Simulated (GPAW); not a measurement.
# MgO (Fm-3m) in GPAW: further runs, part 2 of 2

GPAW 26.7.0.

### 3 Band structure, PBEsol

File run.py:

```python
from ase.dft.bandgap import bandgap
from ase.io import read, write
from ase.units import GPa
from gpaw import GPAW, PW, setup_paths

setup_paths.insert(0, '.')

atoms = read('POSCAR')

calc = GPAW(mode=PW(800),
            xc='PBEsol',
            kpts={'size': (11, 11, 11), 'gamma': True},
            occupations={'name': 'fermi-dirac', 'width': 0.05},
            nbands=16,
            convergence={'density': 1e-05, 'energy': 1e-05},
            maxiter=150,
            txt='gpaw.txt')
atoms.calc = calc
energy = atoms.get_potential_energy()
forces = atoms.get_forces()
stress = atoms.get_stress()
calc.write('gs.gpw')
write('result.traj', atoms)
print(f'Energy: {energy:.6f} eV')
print('Forces (eV/A):')
print(forces.round(4))
print('Stress (GPa):', (stress / GPa).round(3))
print('Fermi level:', round(calc.get_fermi_level(), 4), 'eV')
print(f'Gap: {bandgap(calc)[0]:.4f} eV, direct: {bandgap(calc, direct=True)[0]:.4f} eV')

path = atoms.cell.bandpath('GXWKGLUWLK,UX', npoints=100, eps=1e-4)
bs_calc = calc.fixed_density(kpts=path, symmetry='off', nbands=24,
                             convergence={'bands': 'CBM+6.0', 'eigenstates': 1e-6}, txt='bands.txt')
bs = bs_calc.band_structure()
bs.write('bs.json')
print(f'Gap on the path: {bandgap(bs_calc)[0]:.4f} eV')
```

File POSCAR:

```
MgO
1.0
    0.0000000000      2.0970013927      2.0970013927
    2.0970013927      0.0000000000      2.0970013927
    2.0970013927      2.0970013927      0.0000000000
Mg O
1 1
Direct
    0.0000000000      0.0000000000      0.0000000000
    0.5000000000      0.5000000000      0.5000000000
```

Potentials or basis: PAW data sets generated in the run's folder for this functional, pw.

The run is started by

```sh
gpaw-setup -f PBEsol Mg O
OMP_NUM_THREADS=1 python run.py
```

Run time: 16 s. Hardware: 1 thread of Intel Xeon 6975P-C (Granite Rapids), shared host; peak memory 0.23 GiB.

It converged, with:

| Item | Value |
| --- | --- |
| Free energy | -12.7824 eV |
| Pressure | 3.1 GPa |
| Band gap on the k mesh | 4.78 eV, direct |
| Band gap along the path | 4.78 eV, direct |

Levels at the corners of the path, in eV from the valence-band top:
```
point  band 5  band 6  band 7  band 8  band 9  band 10
    Γ  -17.23    0.00    0.00    0.00    4.78    15.72
    X  -15.62   -4.17   -1.38   -1.38    8.95    10.06
    W  -15.56   -3.03   -3.03   -1.81   11.60    11.60
    K  -15.59   -3.58   -2.78   -1.17   10.00    11.88
    Γ  -17.23    0.00    0.00    0.00    4.78    15.72
    L  -15.86   -4.73   -0.67   -0.67    7.84    12.67
    U  -15.59   -3.58   -2.78   -1.17   10.00    11.88
    W  -15.56   -3.03   -3.03   -1.81   11.60    11.60
    L  -15.86   -4.73   -0.67   -0.67    7.84    12.67
    K  -15.59   -3.58   -2.78   -1.17   10.00    11.88
    U  -15.59   -3.58   -2.78   -1.17   10.00    11.88
    X  -15.62   -4.17   -1.38   -1.38    8.95    10.06
```

### 4 Band structure, RPBE

Edit run.py of step 3 so:

```diff
@@ -2,11 +2,10 @@
 from ase.io import read, write
-from ase.units import GPa
-from gpaw import GPAW, PW, setup_paths
+from ase.units import Bohr, GPa
+from gpaw import GPAW, PW
+from gpaw.elf import elf_from_dft_calculation
 
-setup_paths.insert(0, '.')
-
-atoms = read('POSCAR')
+atoms = read('MgO.xyz')
 
 calc = GPAW(mode=PW(800),
-            xc='PBEsol',
+            xc='RPBE',
             kpts={'size': (11, 11, 11), 'gamma': True},
@@ -30,3 +29,8 @@
 
-path = atoms.cell.bandpath('GXWKGLUWLK,UX', npoints=100, eps=1e-4)
+# fields on the real-space grid
+write('density.cube', atoms, data=calc.get_pseudo_density() * Bohr**3)
+write('potential.cube', atoms, data=calc.get_electrostatic_potential())
+write('elf.cube', atoms, data=elf_from_dft_calculation(calc).data)
+
+path = atoms.cell.bandpath('GXWKGLUWLK,UX', npoints=80, eps=1e-4)
 bs_calc = calc.fixed_density(kpts=path, symmetry='off', nbands=24,
```

File MgO.xyz:

```xyz
2
Lattice="0.0000000000 2.0970013927 2.0970013927 2.0970013927 0.0000000000 2.0970013927 2.0970013927 2.0970013927 0.0000000000" Properties=species:S:1:pos:R:3 pbc="T T T"
Mg     0.0000000000      0.0000000000      0.0000000000
O      2.0970013927      2.0970013927      2.0970013927
```

Potentials or basis: the program's PAW data sets (release 1.2.1) made for this functional, pw.

The run is started by

```sh
OMP_NUM_THREADS=1 python run.py
```

gpaw.txt:

```text
__  _  _
 | _ |_)|_||  |
 |__||  | ||/\| - 26.7.0

Input parameters:
  mode=PW(ecut=800.0),
  convergence={'density': 1e-05, 'energy': 1e-05},
  kpts=MonkhorstPack(size=(11, 11, 11), gamma=True),
  maxiter=150,
  nbands=16,
  occupations=Occupations(name='fermi-dirac', width=0.05),
  xc=XC(name='RPBE')

Diagonalizing LCAO Hamiltonian
Converting LCAO to pw mode

              O

       Mg

Atoms  # Å, Bohr magnetons
|   | symbol |        x |        y |        z |    initial magnetic moments |
|---|--------|----------|----------|----------|-----------------------------|
| 0 |     Mg | 0.000000 | 0.000000 | 0.000000 | ( 0.0000,  0.0000,  0.0000) |
| 1 |      O | 2.097001 | 2.097001 | 2.097001 | ( 0.0000,  0.0000,  0.0000) |

Unit cell  # Å
| periodic |        x |        y |        z |  lengths |    angles |
|----------|----------|----------|----------|----------|-----------|
|      yes | 0.000000 | 2.097001 | 2.097001 | 2.965608 | 60.000000 |
|      yes | 2.097001 | 0.000000 | 2.097001 | 2.965608 | 60.000000 |
|      yes | 2.097001 | 2.097001 | 0.000000 | 2.965608 | 60.000000 |

Number of symmetries: 48
Symmetry operations  # r_c * U_cc + t_c -> r_c
|    | kind |            matrix            |
|----|------|------------------------------|
|  0 |  σ   |  1, 0, 0,  1, 0,-1,  1,-1, 0 |
|  1 |  C2  |  1, 0, 0,  1,-1, 0,  1, 0,-1 |
|  2 |  E   |  1, 0, 0,  0, 1, 0,  0, 0, 1 |
|  3 |  σ   |  1, 0, 0,  0, 0, 1,  0, 1, 0 |
|  4 |  C4  |  1, 0,-1,  1, 0, 0,  1,-1, 0 |
|  5 |  S6  |  1, 0,-1,  1,-1, 0,  1, 0, 0 |
[... 169 lines left out ...]
- Maximum [total energy] change in last 3 cyles: 1e-05 eV / valence electron
- Maximum integral of absolute [eigenst]ate change: 4e-08 eV^2 / valence electron
maximum number of iterations: 150

SCF iterations
|iter     | |      energy | eigst |  dens |
|---------|-|-------------|-------|-------|
|iter:   1| |  -12.773561 | -0.08 |       |
|iter:   2| |  -12.420448 | -2.08 | -0.99 |
|iter:   3| |  -11.456921 | -1.35 | -1.04 |
|iter:   4| |  -11.470523 | -2.62 | -1.58 |
|iter:   5| |  -11.480856 | -2.66 | -1.84 |
|iter:   6| |  -11.480976 | -4.65 | -2.98 |
|iter:   7| |  -11.481011c| -5.64 | -3.34 |
|iter:   8| |  -11.481012c| -7.37 | -4.36 |
|iter:   9| |  -11.481012c| -7.82c| -4.98 |
|iter:  10| |  -11.481012c| -8.16c| -5.60c|

Converged in 10 steps
Energy contributions relative to reference atoms: (reference = -7495.614363)

Energy contributions:
  Kinetic:          15.374786
  Coulomb:         -12.994582
  Zero:              0.234007
  External:          0.000000
  Xc:              -14.095223
  Entropy:          -0.000000
  Spinorbit:         0.000000
  ----------------------------
  Free energy:     -11.481012
  Extrapolated:    -11.481012

dipole moment: (-5.984115, -5.984115, -5.984115)  # |e|*Ang

Fermi level: 6.132
Eigenvalues  # (at kpt = [0.000, 0.000, 0.000])
| band index |      eig [eV] | occ [0-2] |
|------------|---------------|-----------|
|          0 |       -67.378 |     2.000 |
|          1 |       -33.933 |     2.000 |
|          2 |       -33.933 |     2.000 |
|          3 |       -33.933 |     2.000 |
|          4 |       -12.187 |     2.000 |
|          5 |         5.172 |     2.000 |
[... 8 lines left out ...]
|         14 |        26.980 |     0.000 |
|         15 |        29.904 |     0.000 |

Gap: 5.004 eV
Transition (v -> c):
  (s=0, k=0, n=7, [0.00, 0.00, 0.00]) -> (s=0, k=0, n=8, [0.00, 0.00, 0.00])
No difference between direct/indirect transitions

Forces  # eV/Ang
|       x |        y |        z |
|---------|----------|----------|
| 0.00000 |  0.00000 |  0.00000 |  # Mg   0
| 0.00000 | -0.00000 | -0.00000 |  # O    1

Stress tensor  # eV/Ang^3
|         x |         y |         z |
|-----------|-----------|-----------|
| -0.075790 | -0.000000 | -0.000000 |
| -0.000000 | -0.075790 | -0.000000 |
| -0.000000 | -0.000000 | -0.075790 |

# Writing to gs.gpw (mode='')
```

stdout:

```text
Energy: -11.481012 eV
Forces (eV/A):
[[ 0.  0.  0.]
 [ 0. -0. -0.]]
Stress (GPa): [-12.143 -12.143 -12.143  -0.     -0.     -0.   ]
Fermi level: 6.1318 eV
Gap: 5.0040 eV, direct: 5.0040 eV
Gap on the path: 5.0040 eV
```

It took 15 s on 1 thread of Intel Xeon 6975P-C (Granite Rapids), shared host; peak memory 0.22 GiB.

Results:

| Quantity | Value |
| --- | --- |
| Free energy | -11.4810 eV |
| Pressure | 12.1 GPa |
| Band gap on the k mesh | 5.00 eV, direct |
| Band gap along the path | 5.00 eV, direct |

Levels at the corners of the path, in eV from the valence-band top:
```
point  band 4  band 5  band 6  band 7  band 8  band 9  band 10
    Γ  -39.11  -17.36    0.00    0.00    0.00    5.00    16.03
    X  -39.13  -15.81   -4.08   -1.35   -1.35    9.27    10.39
    W  -39.14  -15.75   -2.96   -2.96   -1.77   11.86    11.86
    K  -39.13  -15.79   -3.49   -2.71   -1.15   10.30    12.19
    Γ  -39.11  -17.36    0.00    0.00    0.00    5.00    16.03
    L  -39.11  -16.04   -4.62   -0.66   -0.66    8.11    12.93
    U  -39.13  -15.79   -3.49   -2.71   -1.15   10.30    12.19
    W  -39.14  -15.75   -2.96   -2.96   -1.77   11.86    11.86
    L  -39.11  -16.04   -4.62   -0.66   -0.66    8.11    12.93
    K  -39.13  -15.79   -3.49   -2.71   -1.15   10.30    12.19
    U  -39.13  -15.79   -3.49   -2.71   -1.15   10.30    12.19
    X  -39.13  -15.81   -4.08   -1.35   -1.35    9.27    10.39
```

### 5 Band structure, revPBE

Edit run.py of step 4 so:

```diff
@@ -1,11 +1,17 @@
+from ase import Atoms
 from ase.dft.bandgap import bandgap
-from ase.io import read, write
-from ase.units import Bohr, GPa
+from ase.io import write
+from ase.units import GPa
 from gpaw import GPAW, PW
-from gpaw.elf import elf_from_dft_calculation
 
-atoms = read('MgO.xyz')
+atoms = Atoms(['Mg', 'O'],
+              cell=[[0.0, 2.0970013927, 2.0970013927],
+                    [2.0970013927, 0.0, 2.0970013927],
+                    [2.0970013927, 2.0970013927, 0.0]],
+              scaled_positions=[[0.0, 0.0, 0.0],
+                                [0.5, 0.5, 0.5]],
+              pbc=True)
 
 calc = GPAW(mode=PW(800),
-            xc='RPBE',
+            xc='revPBE',
             kpts={'size': (11, 11, 11), 'gamma': True},
@@ -29,7 +35,2 @@
 
-# fields on the real-space grid
-write('density.cube', atoms, data=calc.get_pseudo_density() * Bohr**3)
-write('potential.cube', atoms, data=calc.get_electrostatic_potential())
-write('elf.cube', atoms, data=elf_from_dft_calculation(calc).data)
-
 path = atoms.cell.bandpath('GXWKGLUWLK,UX', npoints=80, eps=1e-4)
```

The run is started by

```sh
OMP_NUM_THREADS=1 python run.py
```

It took 14 s on 1 thread of Intel Xeon 6975P-C (Granite Rapids), shared host; peak memory 0.22 GiB.

The run converged. Its results:

- Free energy: -11.5725 eV
- Pressure: 11.1 GPa
- Band gap on the k mesh: 4.98 eV, direct
- Band gap along the path: 4.98 eV, direct

Levels at the corners of the path, in eV from the valence-band top:
```tsv
point	band 5	band 6	band 7	band 8	band 9	band 10
Γ	-17.34	0.00	0.00	0.00	4.98	16.00
X	-15.79	-4.09	-1.35	-1.35	9.24	10.35
W	-15.73	-2.96	-2.96	-1.77	11.84	11.84
K	-15.76	-3.50	-2.71	-1.15	10.27	12.15
Γ	-17.34	0.00	0.00	0.00	4.98	16.00
L	-16.02	-4.63	-0.66	-0.66	8.08	12.90
U	-15.76	-3.50	-2.71	-1.15	10.27	12.15
W	-15.73	-2.96	-2.96	-1.77	11.84	11.84
L	-16.02	-4.63	-0.66	-0.66	8.08	12.90
K	-15.76	-3.50	-2.71	-1.15	10.27	12.15
U	-15.76	-3.50	-2.71	-1.15	10.27	12.15
X	-15.79	-4.09	-1.35	-1.35	9.24	10.35
```

### 6 Summary

```tsv
level	potentials or basis	band points	gap on the mesh (eV)	pressure (GPa)
LDA	the program's PAW data sets (release 1.2.1) made for this functional, pw	80	4.80	-3.7
PBEsol	PAW data sets generated in the run's folder for this functional, pw	100	4.78	3.1
RPBE	the program's PAW data sets (release 1.2.1) made for this functional, pw	80	5.00	12.1
revPBE	the program's PAW data sets (release 1.2.1) made for this functional, pw	80	4.98	11.1
```

Alike in all rows: task band structure; no spin polarisation; cell as given; k mesh 11 × 11 × 11; cutoff (eV) 800; smearing fermi-dirac 0.05 eV.

Total energies depend on the potentials used, so only differences within one code and one set of settings carry meaning.

### 7 Against experiment

Step 2. Against the measured gap of MgO, 7.83 eV (quoted in “Electronic structure of alkaline earth and post-transition metal oxides”, 2009, arxiv:0908.1581), the calculated 4.80 eV is off by -3.03 eV. The value is that of LDA, without temperature or zero-point motion. Semilocal functionals fall short of measured gaps as a rule. The cell is a database's relaxed one, not the measured one, which moves gaps too.

Step 3. Measured gap of MgO: 7.83 eV (quoted in “Electronic structure of alkaline earth and post-transition metal oxides”, 2009, arxiv:0908.1581). This calculation gives 4.78 eV (-3.05 eV). The value is that of PBEsol, without temperature or zero-point motion. Semilocal functionals fall short of measured gaps as a rule. The cell is a database's relaxed one, not the measured one, which moves gaps too.

Step 4. A measured gap of MgO is 7.83 eV (quoted in “Electronic structure of alkaline earth and post-transition metal oxides”, 2009, arxiv:0908.1581); the calculated 5.00 eV misses it by -2.83 eV. The value is that of RPBE, without temperature or zero-point motion. Semilocal functionals fall short of measured gaps as a rule. The cell is a database's relaxed one, not the measured one, which moves gaps too.

Step 5. A measured gap of MgO is 7.83 eV (quoted in “Electronic structure of alkaline earth and post-transition metal oxides”, 2009, arxiv:0908.1581); the calculated 4.98 eV misses it by -2.85 eV. The value is that of revPBE, without temperature or zero-point motion. Semilocal functionals fall short of measured gaps as a rule. The cell is a database's relaxed one, not the measured one, which moves gaps too.
